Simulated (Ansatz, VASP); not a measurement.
Na: VASP beside Ansatz

INCAR

```
PREC = Accurate
ENCUT = 520
EDIFF = 1E-6
ISMEAR = -1
SIGMA = 0.03
LREAL = False
LASPH = True
NELM = 80
ALGO = Normal
ISIF = 2
LWAVE = False
LCHARG = False
GGA = PS
NBANDS = 10
```

File KPOINTS:

```
Automatic mesh
0
Gamma
  11 11 11
```

File POSCAR:

```
Na
1.0
   -2.1245349354      2.1245349354      2.1245349354
    2.1245349354     -2.1245349354      2.1245349354
    2.1245349354      2.1245349354     -2.1245349354
Na
1
Direct
    0.0000000000      0.0000000000      0.0000000000
```

Input for Ansatz:

```yaml
crystal:
  lattice:
    - [-2.1245349354, 2.1245349354, 2.1245349354]
    - [2.1245349354, -2.1245349354, 2.1245349354]
    - [2.1245349354, 2.1245349354, -2.1245349354]
  atoms:
    - { symbol: Na, position: [0.0, 0.0, 0.0] }
kpoints:
  mp_grid: { grid: [11, 11, 11] }
  band_path:
    path:
      - [0.0, 0.0, 0.0]
      - [0.5, -0.5, 0.5]
      - [0.0, 0.0, 0.5]
      - [0.0, 0.0, 0.0]
      - [0.25, 0.25, 0.25]
      - [0.5, -0.5, 0.5]
      - [0.25, 0.25, 0.25]
      - [0.0, 0.0, 0.5]
    npoints: 5
scf:
  occupations: { method: fermi_dirac, width: 0.03 }
hamiltonian:
  xc: pbesol
  pseudopotentials: { kind: all_electron, lapw: { basis_error: 0.0005 } }
output:
  forces: true
  stress: true
  eigenvalues: true
```

Change from the starting cell: volume scaled by 1.01.

Alike in both runs: task single point; functional PBEsol; k mesh 11 × 11 × 11; occupations fermi-dirac, width 0.03 eV; no spin polarisation.

```csv
,VASP,Ansatz
version,VASP 6.6.1,Ansatz 0.2.0
potentials or method,"VASP PAW PBE potentials, release 64 (Na_pv)","all-electron LAPW, scalar-relativistic"
plane-wave cutoff (eV),520,see its input
```

|  | VASP | Ansatz | Ansatz less VASP |
| --- | --- | --- | --- |
| pressure (GPa) | -0.4 | -0.4 | +0.02 |

Ansatz ran all-electron here, so the differences hold the error of VASP's frozen core and of both bases.

Caveats: the PAW data sets were made with another functional, which shifts forces and pressure a little (VASP).
